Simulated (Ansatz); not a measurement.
# In2O3: the cost of one run

All numbers below are computed with Ansatz 0.2.0 (DFT PBE, scalar-relativistic, plane waves, PAW).

6 further runs of the same task are left out: 2 that didn't finish, 4 set aside as unsound or not needed.

## 1. Starting point

The cell holds 20 atoms (In7O12Tb): a = 5.575 Å, b = 5.575 Å, c = 10.351 Å, α = 74.38°, β = 74.38°, γ = 60.00°.

The coordinates of this cell stand in the input of its own run.

The host was relaxed before at PBE: a = 5.575 Å, b = 5.575 Å, c = 14.757 Å, α = 90.00°, β = 90.00°, γ = 120.00° (conventional cell), 13.241 Å³/atom.

Places, in fractions of the supercell: Tb in place of In at (0.179, 0.179, 0.464). Its neighbours start displaced at random by about 0.03 Å.

## 2. Band edges of the host over the zone

Contents of input.yaml:

```yaml
crystal:
  lattice:
    - [2.7876173788, 1.6094316441, 4.9190318982]
    - [-2.7876173788, 1.6094316441, 4.9190318982]
    - [0.0, -3.2188632881, 4.9190318982]
  atoms:
    - { symbol: In, position: [0.6427971166, 0.6427971166, 0.6427971166] }
    - { symbol: In, position: [0.8572028834, 0.8572028834, 0.8572028834] }
    - { symbol: In, position: [0.3572028834, 0.3572028834, 0.3572028834] }
    - { symbol: In, position: [0.1427971166, 0.1427971166, 0.1427971166] }
    - { symbol: O, position: [0.0465672034, 0.75, 0.4534327966] }
    - { symbol: O, position: [0.75, 0.4534327966, 0.0465672034] }
    - { symbol: O, position: [0.4534327966, 0.0465672034, 0.75] }
    - { symbol: O, position: [0.9534327966, 0.25, 0.5465672034] }
    - { symbol: O, position: [0.5465672034, 0.9534327966, 0.25] }
    - { symbol: O, position: [0.25, 0.5465672034, 0.9534327966] }
basis:
  ecutwfc: 420
  xc_grid: 2
kpoints:
  mp_grid: { grid: [6, 6, 6] }
  band_path: { path: [VBM, CBM], npoints: 2 }
hamiltonian:
  xc: pbe
scf:
  occupations: { method: gaussian, width: 0.02 }
output:
  forces: true
  stress: true
  eigenvalues: true
```

Run with:

```sh
$ ansatz run input.yaml --threads 8 --pin off --max-ram 14336MiB --backend cpu --events-out ev --progress --plain --runs-dir out
```

Q: Estimate wall time and peak memory on 8 threads of Arm Neoverse V1, shared host.

About 7.3 s, with a peak of 0.62 GiB.
